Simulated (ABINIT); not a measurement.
# CdTe (F-43m) in ABINIT: settings compared

One crystal, CdTe, is run at these levels: PW91, WC, PBE; tasks: equation of state, band structure.

Everything below comes from runs of ABINIT 10.8.3 (patched build). Logs are shortened: lines on timing, memory, paths and dates and some standing lists are left out, and cuts for length are marked. The log counts tension as positive stress, the text compression.

**Experimental background.**

“Multiscale insight into the Cd1-xZnxTe vibrational-mechanical properties -- High-pressure experiments and ab initio calculations”, 2023, arxiv:2306.14539 quotes, for a powder of CdTe: bulk modulus 42 ± 2 GPa.

A printed reference work, data compilation reports, for a bulk crystal of CdTe at 0 K: band gap 1.607 eV.

The runs below are set against these values where they give the same quantity.

### 1 The structure

It takes space group F-43m (No. 216, cubic). Conventional cell: a = 6.410 Å, b = 6.410 Å, c = 6.410 Å, α = 90.00°, β = 90.00°, γ = 90.00°. Te (site symmetry -43m) is surrounded by 4 Cd at 2.78 Å. Cd (site symmetry -43m) is surrounded by 4 Te at 2.78 Å.

### 2 Equation of state, PW91

run.abi reads:

```
# Datasets: one volume each
ndtset 7
getwfk -1
scalecart1 3*0.9795861087
scalecart2 3*0.9864848297
scalecart3 3*0.9932883884
scalecart4 3*1.0000000000
scalecart5 3*1.0066227096
scalecart6 3*1.0131594038
scalecart7 3*1.0196128224

# Pseudopotentials
pp_dirpath "./"
pseudos "Te.GGA_PBE-JTH.xml, Cd.GGA_PBE-JTH.xml"

# Structure
acell 3*1.0 Angstrom
rprim
     0.0000000000     3.2050000000     3.2050000000
     3.2050000000     0.0000000000     3.2050000000
     3.2050000000     3.2050000000     0.0000000000
ntypat 2
znucl 52 48
natom 2
typat 1 2
xred
     0.7500000000     0.7500000000     0.7500000000
     0.0000000000     0.0000000000     0.0000000000

# Plane-wave basis
ecut 26.0
pawecutdg 48.0
pawxcdev 0

# k points
kptopt 1
ngkpt 7 7 7
nshiftk 1
shiftk 0.0 0.0 0.0

# Exchange and correlation
ixc -109134

# Bands and occupations
nband 13
occopt 3
tsmear 0.00183747

# SCF cycle
nstep 100
tolvrs 1.0e-9

# Output
iomode 3
prtwf 1
prtden 0
prteig 0
prtebands 0
```

Potentials or basis: JTH PAW PBE v2.0.

On the command line:

```sh
$ abinit run.abi > log 2>&1
```

run.abo:

```text
.Version 10.8.3 of ABINIT
 DATASET    1 : space group F-4 3 m (#216); Bravais cF (face-center cubic)
================================================================================
 Values of the parameters that define the memory need for DATASET  1.
     intxc =       0    ionmov =       0      iscf =      17    lmnmax =      18
     lnmax =       6     mgfft =      40  mpssoang =       3    mqgrid =    3001
     natom =       2  nloc_mem =       2    nspden =       1   nspinor =       1
    nsppol =       1      nsym =      24    n1xccc =       1    ntypat =       2
    occopt =       3   xclevel =       2
       mpw =        2677          nfft =       64000          nkpt =          20
 PAW method is used; the additional fine FFT grid is defined by:
   mgfftf=        54    nfftf =    157464
================================================================================
================================================================================
[... 71 lines left out ...]
 DATASET    7 : space group F-4 3 m (#216); Bravais cF (face-center cubic)
================================================================================
 Values of the parameters that define the memory need for DATASET  7.
     intxc =       0    ionmov =       0      iscf =      17    lmnmax =      18
     lnmax =       6     mgfft =      45  mpssoang =       3    mqgrid =    3001
     natom =       2  nloc_mem =       2    nspden =       1   nspinor =       1
    nsppol =       1      nsym =      24    n1xccc =       1    ntypat =       2
    occopt =       3   xclevel =       2
       mpw =        3002          nfft =       91125          nkpt =          20
 PAW method is used; the additional fine FFT grid is defined by:
   mgfftf=        60    nfftf =    216000
================================================================================
================================================================================

--------------------------------------------------------------------------------
------------- Echo of variables that govern the present computation ------------
--------------------------------------------------------------------------------
 -outvars: echo values of preprocessed input variables --------
            acell      1.8897261259E+00  1.8897261259E+00  1.8897261259E+00 Bohr
              amu      1.27600000E+02  1.12411000E+02
             ecut      2.60000000E+01 Hartree
           getwfk          -1
              ixc     -109134
           jdtset        1    2    3    4    5    6    7
         kptrlatt        7    0    0      0    7    0      0    0    7
          kptrlen1     5.87330504E+01
          kptrlen2     5.91466770E+01
          kptrlen3     5.95545980E+01
          kptrlen4     5.99570062E+01
          kptrlen5     6.03540840E+01
          kptrlen6     6.07460046E+01
          kptrlen7     6.11329323E+01
            natom           2
            nband          13
           ndtset           7
            ngfft1         40      40      40
            ngfft2         40      40      40
            ngfft3         40      40      40
            ngfft4         40      40      40
            ngfft5         40      40      40
            ngfft6         40      40      40
            ngfft7         45      45      45
          ngfftdg1         54      54      54
          ngfftdg2         54      54      54
          ngfftdg3         54      54      54
          ngfftdg4         54      54      54
          ngfftdg5         54      54      54
          ngfftdg6         60      60      60
          ngfftdg7         60      60      60
             nkpt          20
            nstep         100
             nsym          24
           ntypat           2
           occopt           3
        pawecutdg      4.80000000E+01 Hartree
         pawxcdev           0
           prtden           0
        prtebands           0
           prteig           0
            rprim1     0.0000000000E+00  3.1395734784E+00  3.1395734784E+00
                       3.1395734784E+00  0.0000000000E+00  3.1395734784E+00
                       3.1395734784E+00  3.1395734784E+00  0.0000000000E+00
            rprim2     0.0000000000E+00  3.1616838792E+00  3.1616838792E+00
                       3.1616838792E+00  0.0000000000E+00  3.1616838792E+00
[... 34 lines left out ...]
                       0.0000000000E+00  0.0000000000E+00  0.0000000000E+00
            xcart1     8.8994010395E+00  8.8994010395E+00  8.8994010395E+00
                       0.0000000000E+00  0.0000000000E+00  0.0000000000E+00
            xcart2     8.9620749425E+00  8.9620749425E+00  8.9620749425E+00
                       0.0000000000E+00  0.0000000000E+00  0.0000000000E+00
            xcart3     9.0238843096E+00  9.0238843096E+00  9.0238843096E+00
                       0.0000000000E+00  0.0000000000E+00  0.0000000000E+00
            xcart4     9.0848583503E+00  9.0848583503E+00  9.0848583503E+00
                       0.0000000000E+00  0.0000000000E+00  0.0000000000E+00
            xcart5     9.1450247289E+00  9.1450247289E+00  9.1450247289E+00
                       0.0000000000E+00  0.0000000000E+00  0.0000000000E+00
            xcart6     9.2044096698E+00  9.2044096698E+00  9.2044096698E+00
                       0.0000000000E+00  0.0000000000E+00  0.0000000000E+00
            xcart7     9.2630380637E+00  9.2630380637E+00  9.2630380637E+00
                       0.0000000000E+00  0.0000000000E+00  0.0000000000E+00
             xred      7.5000000000E-01  7.5000000000E-01  7.5000000000E-01
                       0.0000000000E+00  0.0000000000E+00  0.0000000000E+00
            znucl       52.00000   48.00000

================================================================================

 chkinp: Checking input parameters for consistency, jdtset=   1.

 chkinp: Checking input parameters for consistency, jdtset=   2.
[... 36 lines left out ...]
 getcut: wavevector=  0.0000  0.0000  0.0000  ngfft=  54  54  54
         ecut(hartree)=     48.000   => boxcut(ratio)=   2.06430

--- Pseudopotential description ------------------------------------------------
- pspini: atom type   1  psp file is ./Te.GGA_PBE-JTH.xml
 Pseudopotential format is: paw10
 basis_size (lnmax)=  4 (lmn_size=  8), orbitals=   0   0   1   1
 Spheres core radius: rc_sph= 2.31107438
 Shapefunction is SIN type: shapef(r)=[sin(pi*r/rshp)/(pi*r/rshp)]**2
 Radius for shape functions =  2.10488624
 Compensation charge density is not taken into account in XC energy/potential

- pspini: atom type   2  psp file is ./Cd.GGA_PBE-JTH.xml
 Pseudopotential format is: paw10
 basis_size (lnmax)=  6 (lmn_size= 18), orbitals=   0   0   1   1   2   2
 Spheres core radius: rc_sph= 2.50233826
 Shapefunction is BESSEL type: shapef(r,l)=aa(1,l)*jl(q(1,l)*r)+aa(2,l)*jl(q(2,l)*r)
 Radius for shape functions =  2.31074885
 Compensation charge density is not taken into account in XC energy/potential

   2.44797133E+03                                ecore*ucvol(ha*bohr**3)
--------------------------------------------------------------------------------

================================================================================

--- !BeginCycle
iteration_state: {dtset: 1, }
solver: {iscf: 17, nstep: 100, nline: 4, wfoptalg: 10, }
tolerances: {tolvrs: 1.00E-09, }
...
[... 901 lines left out ...]
 getcut: wavevector=  0.0000  0.0000  0.0000  ngfft=  60  60  60
         ecut(hartree)=     48.000   => boxcut(ratio)=   2.21690

 getcut : COMMENT -
  Note that boxcut > 2.2 ; recall that boxcut=Gcut(box)/Gcut(sphere) = 2
  is sufficient for exact treatment of convolution.
  Such a large boxcut is a waste : you could raise ecut
  e.g. ecut=   58.975672 Hartrees makes boxcut=2

--------------------------------------------------------------------------------

-inwffil : will read wavefunctions from disk file runo_DS5_WFK.nc

================================================================================
[... 175 lines left out ...]
 getcut: wavevector=  0.0000  0.0000  0.0000  ngfft=  60  60  60
         ecut(hartree)=     48.000   => boxcut(ratio)=   2.20287

 getcut : COMMENT -
  Note that boxcut > 2.2 ; recall that boxcut=Gcut(box)/Gcut(sphere) = 2
  is sufficient for exact treatment of convolution.
  Such a large boxcut is a waste : you could raise ecut
  e.g. ecut=   58.231488 Hartrees makes boxcut=2

--------------------------------------------------------------------------------

-inwffil : will read wavefunctions from disk file runo_DS6_WFK.nc

================================================================================
[... 143 lines left out ...]
-Cartesian components of stress tensor (GPa)         [Pressure=  1.2185E+00 GPa]
- sigma(1 1)= -1.21849343E+00  sigma(3 2)=  0.00000000E+00
- sigma(2 2)= -1.21849343E+00  sigma(3 1)=  0.00000000E+00
- sigma(3 3)= -1.21849343E+00  sigma(2 1)=  0.00000000E+00

== END DATASET(S) ==============================================================
================================================================================

 -outvars: echo values of variables after computation  --------
            acell      1.8897261259E+00  1.8897261259E+00  1.8897261259E+00 Bohr
           etotal1    -5.5971201329E+01
           etotal2    -5.5973416432E+01
           etotal3    -5.5975219919E+01
           etotal4    -5.5976652595E+01
           etotal5    -5.5977752434E+01
           etotal6    -5.5978560965E+01
           etotal7    -5.5979094465E+01
            fcart1    -0.0000000000E+00 -0.0000000000E+00 -0.0000000000E+00
                      -0.0000000000E+00 -0.0000000000E+00 -0.0000000000E+00
            fcart2     7.0417702175E-31  3.3448408533E-30 -2.1125310653E-30
                      -7.0417702175E-31 -3.3448408533E-30  2.1125310653E-30
            fcart3     4.1961224403E-30 -1.3987074801E-30 -1.3987074801E-30
                      -4.1961224403E-30  1.3987074801E-30  1.3987074801E-30
            fcart4    -1.1709569372E-48  1.7366498735E-31  1.1709569372E-48
                       1.1709569372E-48 -1.7366498735E-31 -1.1709569372E-48
            fcart5    -0.0000000000E+00 -0.0000000000E+00 -0.0000000000E+00
                      -0.0000000000E+00 -0.0000000000E+00 -0.0000000000E+00
[... 38 lines left out ...]
                       0.0000000000E+00  0.0000000000E+00  0.0000000000E+00
           xangst1     4.7093602176E+00  4.7093602176E+00  4.7093602176E+00
                       0.0000000000E+00  0.0000000000E+00  0.0000000000E+00
           xangst2     4.7425258188E+00  4.7425258188E+00  4.7425258188E+00
                       0.0000000000E+00  0.0000000000E+00  0.0000000000E+00
           xangst3     4.7752339272E+00  4.7752339272E+00  4.7752339272E+00
                       0.0000000000E+00  0.0000000000E+00  0.0000000000E+00
           xangst4     4.8075000000E+00  4.8075000000E+00  4.8075000000E+00
                       0.0000000000E+00  0.0000000000E+00  0.0000000000E+00
           xangst5     4.8393386764E+00  4.8393386764E+00  4.8393386764E+00
                       0.0000000000E+00  0.0000000000E+00  0.0000000000E+00
           xangst6     4.8707638338E+00  4.8707638338E+00  4.8707638338E+00
                       0.0000000000E+00  0.0000000000E+00  0.0000000000E+00
           xangst7     4.9017886437E+00  4.9017886437E+00  4.9017886437E+00
                       0.0000000000E+00  0.0000000000E+00  0.0000000000E+00
             xred      7.5000000000E-01  7.5000000000E-01  7.5000000000E-01
                       0.0000000000E+00  0.0000000000E+00  0.0000000000E+00
 Calculation completed.
```

It took 3.2 min on 1 thread of Arm Neoverse V2, shared host; peak memory 0.22 GiB.

Results:

```
Equilibrium volume : 36.14 Å³/atom (rough: see the caveat)
Bulk modulus       : 36 GPa (rough)
```

Energy against volume, from the lowest point:
| volume (Å³/atom) | energy (meV/atom) |
| --- | --- |
| 30.947 | 107.39 |
| 31.605 | 77.25 |
| 32.263 | 52.72 |
| 32.922 | 33.22 |
| 33.580 | 18.26 |
| 34.239 | 7.26 |
| 34.897 | 0.00 |

Caveat: pressures at fixed basis lie under the slope of the energies; the minimum lies outside the volumes run; the PAW data sets were made with another functional, which shifts forces and pressure a little. Spin-orbit coupling is left out, which matters for the levels of Te.

### 3 Equation of state, WC

Changes to run.abi since step 2:

```diff
@@ -41,3 +41,3 @@
 # Exchange and correlation
-ixc -109134
+ixc 23
```

Potentials or basis: JTH PAW PBE v2.0.

On the command line:

```sh
$ abinit run.abi > log 2>&1
```

It took 4.2 min on 1 thread of Arm Neoverse V2, shared host; peak memory 0.21 GiB.

The run converged. Its results:

* Equilibrium volume: 34.28 Å³/atom
* Bulk modulus: 42 GPa
* Pressure derivative of the bulk modulus: 4.8

Energy against volume, from the lowest point:
```csv
volume (Å³/atom),energy (meV/atom)
30.947,51.77
31.605,32.03
32.263,17.49
32.922,7.64
33.580,1.96
34.239,0.00
34.897,1.39
```

Caveat: pressures at fixed basis lie under the slope of the energies; the PAW data sets were made with another functional, which shifts forces and pressure a little. The run has no spin-orbit coupling, so splittings on Te are missing.

### 4 Band structure, PBE

run.abi reads:

```
# Datasets: ground state, then fixed potential
ndtset 2

# Pseudopotentials
pp_dirpath "./"
pseudos "Te.GGA_PBE-JTH.xml, Cd.GGA_PBE-JTH.xml"

# Structure
acell 3*1.0 Angstrom
rprim
     0.0000000000     3.2050000000     3.2050000000
     3.2050000000     0.0000000000     3.2050000000
     3.2050000000     3.2050000000     0.0000000000
ntypat 2
znucl 52 48
natom 2
typat 1 2
xred
     0.7500000000     0.7500000000     0.7500000000
     0.0000000000     0.0000000000     0.0000000000

# Plane-wave basis
ecut 22.0
pawecutdg 44.0
pawxcdev 0

# Exchange and correlation
ixc 11

# Bands and occupations
occopt 3
tsmear 0.00183747

# SCF cycle
nstep 100

# Output
iomode 3
prtwf 0
prteig 0
prtebands 0
prtden1 1

# Dataset 1
kptopt1 1
ngkpt1 7 7 7
nshiftk1 1
shiftk1 0.0 0.0 0.0
nband1 13
tolvrs1 1.0e-9

# Dataset 2: bands along G-X-W-K-G-L-U-W-L-K
iscf2 -2
getden2 1
nband2 19
nbdbuf2 4
tolwfr2 1.0e-11
kptopt2 -9
ndivsm2 5
prteig2 1
prtvol2 -3
kptbounds2
     0.0000000000     0.0000000000     0.0000000000
     0.5000000000     0.0000000000     0.5000000000
     0.5000000000     0.2500000000     0.7500000000
     0.3750000000     0.3750000000     0.7500000000
     0.0000000000     0.0000000000     0.0000000000
     0.5000000000     0.5000000000     0.5000000000
     0.6250000000     0.2500000000     0.6250000000
     0.5000000000     0.2500000000     0.7500000000
     0.5000000000     0.5000000000     0.5000000000
     0.3750000000     0.3750000000     0.7500000000
```

On the command line:

```sh
$ abinit run.abi > log 2>&1
```

Wall time 4.6 min (1 thread of Arm Neoverse V1, shared host); peak memory 0.16 GiB.

It converged, with:

```
Free energy                                           : -1521.2234 eV
Pressure                                              : 4.4 GPa
Band gap on the k mesh                                : 0.88 eV, direct
Band gap along the path                               : 0.88 eV, direct
Valence electrons inside the program's atomic spheres : Te 3.17; Cd 10.48
```

Levels at the corners of the path, in eV from the valence-band top:
```
point  band 6  band 7  band 8  band 9  band 10  band 11  band 12  band 13
    Γ   -8.11    0.00    0.00    0.00     0.88     4.61     4.61     4.61
    X   -7.58   -4.47   -1.98   -1.98     2.54     2.66     9.03     9.44
    W   -7.48   -4.35   -2.45   -2.35     4.38     4.69     5.67     6.35
    K   -7.52   -4.37   -2.71   -1.64     2.88     4.57     7.49     7.63
    Γ   -8.11    0.00    0.00    0.00     0.88     4.61     4.61     4.61
    L   -7.73   -4.62   -0.83   -0.83     1.85     5.22     5.22     7.17
    U   -7.52   -4.37   -2.71   -1.64     2.88     4.57     7.49     7.63
    W   -7.48   -4.35   -2.45   -2.35     4.38     4.69     5.67     6.35
    L   -7.73   -4.62   -0.83   -0.83     1.85     5.22     5.22     7.17
    K   -7.52   -4.37   -2.71   -1.64     2.88     4.57     7.49     7.63
```

Caveat: spin-orbit coupling is left out, which moves the levels of the heavy elements.

### 5 Comparison with measurements

Step 3. Measured bulk modulus of CdTe: 42 GPa (powder; quoted in “Multiscale insight into the Cd1-xZnxTe vibrational-mechanical properties -- High-pressure experiments and ab initio calculations”, 2023, arxiv:2306.14539). This calculation gives 42 GPa (-0.1 %). The fit is for a static lattice scaled at fixed shape and fixed fractional positions.

Step 4. Against the measured gap of CdTe, 1.607 eV (0 K; a printed reference work, data compilation), the calculated 0.88 eV is off by -0.73 eV. Spin-orbit coupling on Cd, Te is left out. The value is that of PBE, without temperature or zero-point motion. Semilocal functionals fall short of measured gaps as a rule.
